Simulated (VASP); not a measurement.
# Na (Fm-3m) in VASP: further runs

One crystal, Na, is run at these levels: RPBE; tasks: single point, relaxation of cell and atoms.

Everything below comes from runs of VASP 6.6.1. Logs are shortened: lines on timing, memory, paths and dates and some standing lists are left out, and cuts for length are marked.

### Step 1. The crystal as given

The structure is cubic, space group Fm-3m (No. 225). Conventional cell: a = 5.406 Å, b = 5.406 Å, c = 5.406 Å, α = 90.00°, β = 90.00°, γ = 90.00°. Around Na (site symmetry m-3m) lie 12 Na at 3.82 Å.

This isn't the form of Na at room conditions, which is bcc.

### Step 2. Single point, RPBE

INCAR

```
PREC = Accurate
ENCUT = 520
EDIFF = 1E-6
ISMEAR = -1
SIGMA = 0.1
LREAL = False
LASPH = True
NELM = 60
ALGO = Normal
ISIF = 2
LWAVE = False
LCHARG = False
GGA = RP
NBANDS = 10
```

KPOINTS

```
regular mesh
0
Gamma
  17 17 17
```

POSCAR

```
Na
1.0
    0.0000000000      2.7031961838      2.7031961838
    2.7031961838      0.0000000000      2.7031961838
    2.7031961838      2.7031961838      0.0000000000
Na
1
Direct
    0.0000000000      0.0000000000      0.0000000000
```

Potentials or basis: VASP PAW PBE potentials, release 64 (Na_pv).

Started as:

```sh
> cat potpaw_PBE.64/Na_pv/POTCAR > POTCAR
> mpirun -np 1 vasp_std > vasp.out
```

OUTCAR:

```text
PREC = Accurate
   ENCUT = 520
   EDIFF = 1E-6
   ISMEAR = -1
   LREAL = False
   LASPH = True
   NELM = 60
   ISIF = 2
   GGA = RP

 ion  position               nearest neighbor table
   1  0.000  0.000  0.000-

  LATTYP: Found a face centered cubic cell.
 ALAT       =     5.4063923676

  Lattice vectors:

 A1 = (   0.0000000000,   2.7031961838,   2.7031961838)
 A2 = (   2.7031961838,   0.0000000000,   2.7031961838)
 A3 = (   2.7031961838,   2.7031961838,   0.0000000000)

Analysis of symmetry for initial positions (statically):
=====================================================================
 Subroutine PRICEL returns:
 Original cell was already a primitive cell.

 Routine SETGRP: Setting up the symmetry group for a
 face centered cubic supercell.

 Subroutine GETGRP returns: Found 48 space group operations
 (whereof 48 operations were pure point group operations)
 out of a pool of 48 trial point group operations.

The static configuration has the point symmetry O_h .

Analysis of symmetry for dynamics (positions and initial velocities):
=====================================================================
 Subroutine PRICEL returns:
 Original cell was already a primitive cell.

 Routine SETGRP: Setting up the symmetry group for a
 face centered cubic supercell.

 Subroutine GETGRP returns: Found 48 space group operations
 (whereof 48 operations were pure point group operations)
 out of a pool of 48 trial point group operations.

The dynamic configuration has the point symmetry O_h .

 Subroutine INISYM returns: Found 48 space group operations
 (whereof 48 operations are pure point group operations),
 and found     1 'primitive' translations

----------------------------------------------------------------------------------------

                                     Primitive cell

  volume of cell :      39.5060

  direct lattice vectors                    reciprocal lattice vectors
     0.000000000  2.703196184  2.703196184    -0.184966227  0.184966227  0.184966227
     2.703196184  0.000000000  2.703196184     0.184966227 -0.184966227  0.184966227
     2.703196184  2.703196184  0.000000000     0.184966227  0.184966227 -0.184966227

  length of vectors
     3.822896705  3.822896705  3.822896705     0.320370904  0.320370904  0.320370904

  position of ions in fractional coordinates (direct lattice)
     0.000000000  0.000000000  0.000000000

  ion indices of the primitive-cell ions
   primitive index   ion index
                 1           1

----------------------------------------------------------------------------------------

 KPOINTS: regular mesh

Automatic generation of k-mesh.
 Grid dimensions read from file:
 generate k-points for:   17   17   17

 Generating k-lattice:

  Cartesian coordinates                     Fractional coordinates (reciprocal lattice)
    -0.010880366  0.010880366  0.010880366     0.058823529  0.000000000  0.000000000
     0.010880366 -0.010880366  0.010880366     0.000000000  0.058823529  0.000000000
     0.010880366  0.010880366 -0.010880366     0.000000000  0.000000000  0.058823529

  Length of vectors
     0.018845347  0.018845347  0.018845347

  Shift w.r.t. Gamma in fractional coordinates (k-lattice)
     0.000000000  0.000000000  0.000000000

 Subroutine IBZKPT returns following result:
 ===========================================

 Found    165 irreducible k-points:

 Following reciprocal coordinates:
            Coordinates               Weight
  0.000000  0.000000  0.000000      1.000000
  0.058824  0.000000  0.000000      8.000000
  0.117647  0.000000  0.000000      8.000000
  0.176471  0.000000  0.000000      8.000000
  0.235294  0.000000  0.000000      8.000000
  0.294118  0.000000  0.000000      8.000000
[... 16 lines left out ...]
 -0.176471  0.058824  0.000000     24.000000
 -0.117647  0.058824  0.000000     24.000000
 [... further k-points ...]
   k-points           NKPTS =    165   k-points in BZ     NKDIM =    165   number of bands    NBANDS=     10
   number of dos      NEDOS =    301   number of ions     NIONS =      1
   total plane-waves  NPLWV =  21952
   dimension x,y,z NGX =    28 NGY =   28 NGZ =   28
   dimension x,y,z NGXF=    56 NGYF=   56 NGZF=   56
   ions per type =               1
   NGX,Y,Z   is equivalent  to a cutoff of  12.18, 12.18, 12.18 a.u.
   NGXF,Y,Z  is equivalent  to a cutoff of  24.35, 24.35, 24.35 a.u.
 SYSTEM =  unknown system
   PREC   = accura    normal or accurate (medium, high low for compatibility)
   ISTART =      0    job   : 0-new  1-cont  2-samecut
   ICHARG =      2    charge: 1-file 2-atom 10-const
   ISPIN  =      1    spin polarized calculation?
   LNONCOLLINEAR =      F non collinear calculations
   LSORBIT =      F    spin-orbit coupling
   LASPH  =      T    aspherical Exc in radial PAW
   ENCUT  =  520.0 eV  38.22 Ry    6.18 a.u.   7.11  7.11  7.11*2*pi/ulx,y,z
   NELM   =     60;   NELMIN=  2; NELMDL= -5     # of ELM steps
   EDIFF  = 0.1E-05   stopping-criterion for ELM
   LREAL  =      F    real-space projection
   EDIFFG = 0.1E-04   stopping-criterion for IOM
   NSW    =      0    number of steps for IOM
   IBRION =     -1    ionic relax: 0-MD 1-quasi-New 2-CG
   NFREE  =      0    steps in history (QN), initial steepest desc. (CG)
   ISIF   =      2    stress and relaxation
   ISYM   =      2    0-nonsym 1-usesym 2-fastsym
   POTIM  = 0.5000    time-step for ionic-motion
   TEBEG  =    0.0;   TEEND  =   0.0 temperature during run
   PSTRESS=    0.0 pullay stress
   NELECT =       7.0000    total number of electrons
   NUPDOWN=      -1.0000    fix difference up-down
   EMIN   =  10.00;   EMAX   =-10.00  energy-range for DOS
   EFERMI =   0.00;   METHOD = LEGACY
   ISMEAR =    -1;   SIGMA  =   0.10  broadening in eV -4-tet -1-fermi 0-gaus
   EFERMI_NEDOS =   21; number of points for ismear=-14 and -15
   IALGO  =     38    algorithm
   IMIX   =      4    mixing-type and parameters
     AMIX     =   0.40;   BMIX     =  1.00
     AMIX_MAG =   1.60;   BMIX_MAG =  1.00
  volume/ion in A,a.u.               =      39.51       266.60
  Fermi-wavevector in a.u.,A,eV,Ry     =   0.919503  1.737609 11.503539  0.845486
  Thomas-Fermi vector in A             =   2.044704
   LORBIT       =      0    0 simple, 1 ext, 2 COOP (PROOUT), +10 PAW based schemes
   GGA     = RP    functional components
   LHFCALC =     F    Hartree Fock is set to
   AEXX    =    0.0000 exact exchange contribution
   IVDW    =     0    specifies the selected vdW correction
   LEPSILON=     F    determine dielectric tensor
   LRPA    =     F    only Hartree local field effects (RPA)
 non-spin polarized calculation
  energy-cutoff  :      520.00
  volume of cell :       39.51
 maximum number of plane-waves:      1079
   NGX = 15   NGY = 15   NGZ = 15

 number of electron       6.9999996 magnetization

 Free energy of the ion-electron system (eV)
  ---------------------------------------------------
  ext. energy  EPLUGINS =         0.00000000
  ---------------------------------------------------
  free energy    TOTEN  =        -1.20373615 eV

  energy without entropy =       -1.18693672  energy(sigma->0) =       -1.19533643

 E-fermi :   0.2590     XC(G=0):  -6.2285

 val. band max:        0.2589902484   @ k =   0.4706   0.2353   0.0000
 cond. band min:       0.3031660184   @ k =   0.4706   0.0588   0.0000
 fundamental gap:      0.0441757700
 Fermi energy:         0.2590187464

 k-point     1 :       0.0000    0.0000    0.0000
  band No.  band energies     occupation
      1     -24.6819      2.00000
      2     -24.6819      2.00000
      3     -24.6819      2.00000
      4      -2.8811      2.00000
      5      10.9867      0.00000
      6      10.9867      0.00000
      7      10.9867      0.00000
      8      11.9540      0.00000
      9      12.4358      0.00000
     10      12.4358      0.00000

 k-point     2 :       0.0588    0.0000    0.0000
  band No.  band energies     occupation
      1     -24.6828      2.00000
      2     -24.6820      2.00000
      3     -24.6820      2.00000
      4      -2.8260      2.00000
      5       9.9840      0.00000
      6      10.8560      0.00000
      7      10.8560      0.00000
      8      12.0750      0.00000
      9      12.6549      0.00000
     10      12.6550      0.00000

 k-point     3 :       0.1176    0.0000    0.0000
  band No.  band energies     occupation
      1     -24.6854      2.00000
      2     -24.6824      2.00000
      3     -24.6823      2.00000
      4      -2.6611      2.00000
      5       8.5881      0.00000
      6      10.6001      0.00000
      7      10.6001      0.00000
      8      11.8147      0.00000
      9      13.1616      0.00000
     10      13.1616      0.00000

 k-point     4 :       0.1765    0.0000    0.0000
  band No.  band energies     occupation
      1     -24.6895      2.00000
      2     -24.6829      2.00000
      3     -24.6829      2.00000
      4      -2.3873      2.00000
      5       7.2099      0.00000
      6      10.3561      0.00000
      7      10.3561      0.00000
      8      11.5252      0.00000
      9      13.3506      0.00000
     10      13.3506      0.00000
[... 222 lines left out ...]
 k-point    22 :      -0.2353    0.0588    0.0000
  band No.  band energies     occupation
      1     -24.6961      2.00000
      2     -24.6848      2.00000
      3     -24.6836      2.00000
      4      -1.8078      2.00000
      5       5.5092      0.00000
      6       8.9755      0.00000
      7      10.7884      0.00000
      8      11.7206      0.00000
      9      11.8856      0.00000
     10      12.6489      0.00000

 k-point    23 :      -0.1765    0.0588    0.0000
  band No.  band energies     occupation
      1     -24.6913      2.00000
      2     -24.6840      2.00000
      3     -24.6829      2.00000
      4      -2.2237      2.00000
      5       6.7911      0.00000
      6       9.1657      0.00000
      7      10.9672      0.00000
      8      11.9451      0.00000
      9      12.4558      0.00000
     10      13.1874      0.00000

 k-point    24 :      -0.1176    0.0588    0.0000
  band No.  band energies     occupation
      1     -24.6870      2.00000
      2     -24.6832      2.00000
      3     -24.6824      2.00000
      4      -2.5331      2.00000
      5       8.1201      0.00000
      6       9.4605      0.00000
      7      11.1239      0.00000
      8      12.2032      0.00000
      9      12.7157      0.00000
     10      13.2387      0.00000

 [... further k-points ...]

------------------------ aborting loop because EDIFF is reached ----------------------------------------

  FORCE on cell =-STRESS in cart. coord.  units (eV):
  Direction    XX          YY          ZZ          XY          YZ          ZX
  --------------------------------------------------------------------------------------
  -------------------------------------------------------------------------------------
  Total        0.0094249      0.0094249      0.0094249      0.0000000     -0.0000000      0.0000000
  in kB        0.3822281      0.3822281      0.3822281      0.0000000     -0.0000000      0.0000000
  external PRESSURE =       0.3822281 kB  Pullay stress =       0.0000000 kB

 VOLUME and BASIS-vectors are now :
 -----------------------------------------------------------------------------
  energy-cutoff  :      520.00
  volume of cell :       39.51
      direct lattice vectors                 reciprocal lattice vectors
     0.000000000  2.703196184  2.703196184    -0.184966227  0.184966227  0.184966227
     2.703196184  0.000000000  2.703196184     0.184966227 -0.184966227  0.184966227
     2.703196184  2.703196184  0.000000000     0.184966227  0.184966227 -0.184966227

 POSITION                                       TOTAL-FORCE (eV/Angst)
 -----------------------------------------------------------------------------------
      0.00000      0.00000      0.00000         0.000000      0.000000     -0.000000
 -----------------------------------------------------------------------------------
    total drift:                               -0.000000     -0.000000     -0.000000

  FREE ENERGIE OF THE ION-ELECTRON SYSTEM (eV)
  ---------------------------------------------------
  free  energy   TOTEN  =        -1.2037361479 eV

  energy  without entropy=       -1.1869367216  energy(sigma->0) =       -1.19533643
```

Run time: 30 s. Hardware: 1 thread of Intel Xeon Platinum 8259CL at 2.50GHz (Skylake/Cascade Lake), shared host; peak memory 0.18 GiB.

What came out:

- Free energy: -1.2037 eV
- Pressure: 0.0 GPa
- Band gap on the k mesh: none (metal or under the smearing width)

Levels at points of the mesh, in eV from the Fermi level:
| k point | band 1 | band 2 | band 3 | band 4 | band 5 | band 6 | band 7 | band 8 |
| --- | --- | --- | --- | --- | --- | --- | --- | --- |
| (0.00, 0.00, 0.00) | -24.94 | -24.94 | -24.94 | -3.14 | 10.73 | 10.73 | 10.73 | 11.69 |

Caveat: the PAW data sets were made with another functional, which shifts forces and pressure a little.

### Step 3. Single point, RPBE

This run uses another cell than the first one, of 44.25 Å³/atom, 1.120 times its volume.

INCAR

```
ALGO = Normal
EDIFF = 1E-7
ENCUT = 520
GGA = RP
ISIF = 2
ISMEAR = -1
LASPH = True
LCHARG = False
LREAL = False
LWAVE = False
NBANDS = 10
NELM = 60
PREC = Accurate
SIGMA = 0.1
```

KPOINTS

```
k-points
0
Gamma
  11 11 11
```

POSCAR

```
Na
1.0
    0.0000000000      2.8072660481      2.8072660481
    2.8072660481      0.0000000000      2.8072660481
    2.8072660481      2.8072660481      0.0000000000
Na
1
Direct
    0.0000000000      0.0000000000      0.0000000000
```

Potentials or basis: VASP PAW PBE potentials, release 64 (Na_pv).

Started as:

```sh
> cat potpaw_PBE.64/Na_pv/POTCAR > POTCAR
> mpirun -np 1 vasp_std > vasp.out
```

Run time: 25 s. Hardware: 1 thread of Intel Xeon Platinum 8259CL at 2.50GHz (Skylake/Cascade Lake), shared host; peak memory 0.16 GiB.

Results (log left out):

* Free energy: -1.1933 eV
* Pressure: -0.6 GPa
* Band gap on the k mesh: none (metal or under the smearing width)

Levels at points of the mesh, in eV from the Fermi level:
```
           k point  band 1  band 2  band 3  band 4  band 5  band 6  band 7  band 8
(0.00, 0.00, 0.00)  -25.06  -25.06  -25.06   -2.93   10.06   10.06   10.06   10.96
```

Caveat: the PAW data sets were made with another functional, which shifts forces and pressure a little.

### Step 4. Single point, RPBE

INCAR

```
ALGO     = Normal         # electronic algorithm
EDIFF    = 1E-6           # SCF threshold, eV
ENCUT    = 520            # plane-wave cutoff, eV
GGA      = RP             # functional
ISIF     = 2              # what is computed and relaxed
ISMEAR   = -1             # smearing method
LASPH    = True           # aspherical terms in the spheres
LCHARG   = True           # write CHGCAR
LELF     = True           # ELF
LREAL    = False          # projectors in reciprocal space
LVHAR    = True         
LWAVE    = False          # write WAVECAR
NBANDS   = 10             # bands
NELM     = 100            # most SCF steps
PREC     = Accurate       # precision mode
SIGMA    = 0.1            # smearing width, eV
```

KPOINTS

```
k-points
0
Gamma
  10 10 10
```

POSCAR

```
Na
1.0
    0.0000000000      2.7031961838      2.7031961838
    2.7031961838      0.0000000000      2.7031961838
    2.7031961838      2.7031961838      0.0000000000
Na
1
Direct
    0.0000000000      0.0000000000      0.0000000000
```

Potentials or basis: VASP PAW PBE potentials, release 64 (Na_pv).

Started as:

```sh
> cat potpaw_PBE.64/Na_pv/POTCAR > POTCAR
> mpirun -np 1 vasp_std > vasp.out
```

OUTCAR:

```text
EDIFF = 1E-6
   ENCUT = 520
   GGA = RP
   ISIF = 2
   ISMEAR = -1
   LASPH = True
   LREAL = False
   NELM = 100
   PREC = Accurate

 ion  position               nearest neighbor table
   1  0.000  0.000  0.000-

  LATTYP: Found a face centered cubic cell.
 ALAT       =     5.4063923676

  Lattice vectors:

 A1 = (   0.0000000000,   2.7031961838,   2.7031961838)
 A2 = (   2.7031961838,   0.0000000000,   2.7031961838)
 A3 = (   2.7031961838,   2.7031961838,   0.0000000000)

[... 488 lines left out ...]
      9      10.3844      0.00000
     10      16.7278      0.00000

 [... further k-points ...]

------------------------ aborting loop because EDIFF is reached ----------------------------------------

  FORCE on cell =-STRESS in cart. coord.  units (eV):
  Direction    XX          YY          ZZ          XY          YZ          ZX
  --------------------------------------------------------------------------------------
  -------------------------------------------------------------------------------------
  Total        0.0082765      0.0082765      0.0082765      0.0000000     -0.0000000      0.0000000
  in kB        0.3356549      0.3356549      0.3356549      0.0000000     -0.0000000      0.0000000
  external PRESSURE =       0.3356549 kB  Pullay stress =       0.0000000 kB

 VOLUME and BASIS-vectors are now :
 -----------------------------------------------------------------------------
  energy-cutoff  :      520.00
  volume of cell :       39.51
      direct lattice vectors                 reciprocal lattice vectors
     0.000000000  2.703196184  2.703196184    -0.184966227  0.184966227  0.184966227
     2.703196184  0.000000000  2.703196184     0.184966227 -0.184966227  0.184966227
     2.703196184  2.703196184  0.000000000     0.184966227  0.184966227 -0.184966227

 POSITION                                       TOTAL-FORCE (eV/Angst)
 -----------------------------------------------------------------------------------
      0.00000      0.00000      0.00000        -0.000000      0.000000     -0.000000
 -----------------------------------------------------------------------------------
    total drift:                               -0.000000     -0.000000     -0.000000

  FREE ENERGIE OF THE ION-ELECTRON SYSTEM (eV)
  ---------------------------------------------------
  free  energy   TOTEN  =        -1.2048214668 eV

  energy  without entropy=       -1.1885298945  energy(sigma->0) =       -1.19667568
```

stdout:

```text
POSCAR found type information on POSCAR Na
 POSCAR found :  1 types and       1 ions
 scaLAPACK will be used
 -----------------------------------------------------------------------------
|                                                                             |
|                                                                             |
|     You enforced a specific xc type in the INCAR file but a different       |
|     I HOPE YOU KNOW WHAT YOU ARE DOING!                                     |
|                                                                             |
 -----------------------------------------------------------------------------

 LDA part: xc-table for (Slater+PW92), standard interpolation
 POSCAR, INCAR and KPOINTS ok, starting setup
 FFT: planning ... GRIDC
 FFT: planning ... GRID_SOFT
 FFT: planning ... GRID
 WAVECAR not read
 entering main loop
```

It took 10 s on 1 thread of Intel Xeon Platinum 8259CL at 2.50GHz (Skylake/Cascade Lake), shared host; peak memory 0.15 GiB.

What came out:

* Free energy: -1.2048 eV
* Pressure: 0.0 GPa
* Band gap on the k mesh: none (metal or under the smearing width)

Caveat: the PAW data sets were made with another functional, which shifts forces and pressure a little.

(Continued in part 2 of 2.)
